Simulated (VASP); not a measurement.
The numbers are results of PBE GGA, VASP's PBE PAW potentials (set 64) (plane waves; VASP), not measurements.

A VASP calculation is set up with these files.

### INCAR
```
# general
SYSTEM =CsPbI3
PREC   =Accurate
ENCUT  =400
LREAL  =F   # projection in real space or not
LASPH  =T

# electronic loop
EDIFF  =1E-7   # SCF stop (eV)
NELM   =100
ALGO   =Normal   # blocked Davidson
LMAXMIX=4

# smearing
ISMEAR =-5

# functional
GGA    =PE   # PBE

# ions
ISIF   =2   # forces and stress, cell fixed

# output
LWAVE  =F
LCHARG =T
LORBIT =11
NEDOS  =601   # DOS grid

# other
LEFG   =T
```

### KPOINTS
```
Automatic mesh
0
gamma
 4 4 4
```

### POSCAR
```
CsPbI3
6.3538010
  1.0000000396   0.0000000000   0.0000000000
  0.0000000000   1.0000000396   0.0000000000
  0.0000000000   0.0000000000   1.0000000396
Cs Pb I
1 1 3
Cartesian
  0.0000000000   0.0000000000   0.0000000000
  0.5000000198   0.5000000198   0.5000000198
  0.5000000198   0.0000000000   0.5000000198
  0.0000000000   0.5000000198   0.5000000198
  0.5000000198   0.5000000198   0.0000000000
```

POTCAR, in this order: Cs_sv Pb_d I (PBE.64 set). Program: vasp_std.

The run wrote:

**OSZICAR**
```
       N       E                     dE             d eps       ncg     rms          rms(c)
DAV:   1     0.330110169836E+03    0.33011E+03   -0.15450E+04   520   0.117E+03
DAV:   2     0.198784621473E+02   -0.31023E+03   -0.30609E+03   668   0.286E+02
DAV:   3    -0.130256263575E+02   -0.32904E+02   -0.32821E+02   600   0.104E+02
DAV:   4    -0.143836210445E+02   -0.13580E+01   -0.13560E+01   766   0.301E+01
DAV:   5    -0.144158272837E+02   -0.32206E-01   -0.32200E-01   666   0.296E+00    0.341E+00
DAV:   6    -0.140570043350E+02    0.35882E+00   -0.60754E-01   724   0.506E+00    0.231E+00
DAV:   7    -0.140132265141E+02    0.43778E-01   -0.39806E-01   690   0.302E+00    0.109E+00
DAV:   8    -0.140210014783E+02   -0.77750E-02   -0.53375E-02   576   0.197E+00    0.251E-01
DAV:   9    -0.140201121374E+02    0.88934E-03   -0.67991E-03   696   0.736E-01    0.109E-01
DAV:  10    -0.140203253647E+02   -0.21323E-03   -0.82903E-04   566   0.153E-01    0.570E-02
DAV:  11    -0.140203727536E+02   -0.47389E-04   -0.25497E-04   670   0.120E-01    0.215E-02
DAV:  12    -0.140203739849E+02   -0.12313E-05   -0.27918E-05   692   0.455E-02    0.200E-02
DAV:  13    -0.140203733589E+02    0.62602E-06   -0.27056E-06   660   0.100E-02    0.869E-03
DAV:  14    -0.140203734360E+02   -0.77066E-07   -0.84546E-07   688   0.690E-03
   1 F= -.14020373E+02 E0= -.14020373E+02  d E =0.000000E+00
```

OUTCAR:
```
------------------------ aborting loop because EDIFF is reached ----------------------------------------
  FORCE on cell =-STRESS in cart. coord.  units (eV):
  Direction    XX          YY          ZZ          XY          YZ          ZX
  --------------------------------------------------------------------------------------
  Total        0.6087828      0.6087828      0.6087828      0.0000000     -0.0000000     -0.0000000
  in kB        3.8025248      3.8025248      3.8025248      0.0000000     -0.0000000     -0.0000000
  external PRESSURE =       3.8025248 kB  Pullay stress =       0.0000000 kB
  volume of cell :      256.51
      direct lattice vectors                 reciprocal lattice vectors
     6.353801252  0.000000000  0.000000000     0.157386100  0.000000000  0.000000000
     0.000000000  6.353801252  0.000000000     0.000000000  0.157386100  0.000000000
     0.000000000  0.000000000  6.353801252     0.000000000  0.000000000  0.157386100
 POSITION                                       TOTAL-FORCE (eV/Angst)
 -----------------------------------------------------------------------------------
      0.00000      0.00000      0.00000         0.000000      0.000000      0.000000
      3.17690      3.17690      3.17690         0.000000      0.000000      0.000000
      3.17690      0.00000      3.17690         0.000000      0.000000      0.000000
      0.00000      3.17690      3.17690         0.000000      0.000000      0.000000
      3.17690      3.17690      0.00000         0.000000      0.000000      0.000000
 -----------------------------------------------------------------------------------
    total drift:                                0.000000     -0.000000     -0.000000
  FREE ENERGIE OF THE ION-ELECTRON SYSTEM (eV)
  ---------------------------------------------------
  free  energy   TOTEN  =       -14.0203734360 eV

  energy  without entropy=      -14.0203734360  energy(sigma->0) =      -14.02037344

 total charge

# of ion       s       p       d       tot
------------------------------------------
    1        1.838   4.710   0.009   6.558
    2        1.488   0.492   9.841  11.822
    3        1.505   2.802   0.007   4.314
    4        1.505   2.802   0.007   4.314
    5        1.505   2.802   0.007   4.314
--------------------------------------------------
tot          7.840  13.610   9.871  31.321

 Electric field gradients after diagonalization (V/A^2)
 (convention: |V_zz| > |V_xx| > |V_yy|)
----------------------------------------------------------------------
 ion       V_xx      V_yy      V_zz     asymmetry (V_yy - V_xx)/ V_zz
----------------------------------------------------------------------
   1       0.000     0.000    -0.000       0.074
   2      -0.000    -0.000    -0.000      -0.147
   3    -165.866  -165.866   331.731       0.000
   4    -165.866  -165.866   331.731       0.000
   5    -165.866  -165.866   331.731       0.000
```
(Selected blocks of OUTCAR.)

The compound is CsPbI3 in the cubic perovskite structure, the ideal cubic form; the compound distorts at low or room temperature. It was relaxed first.
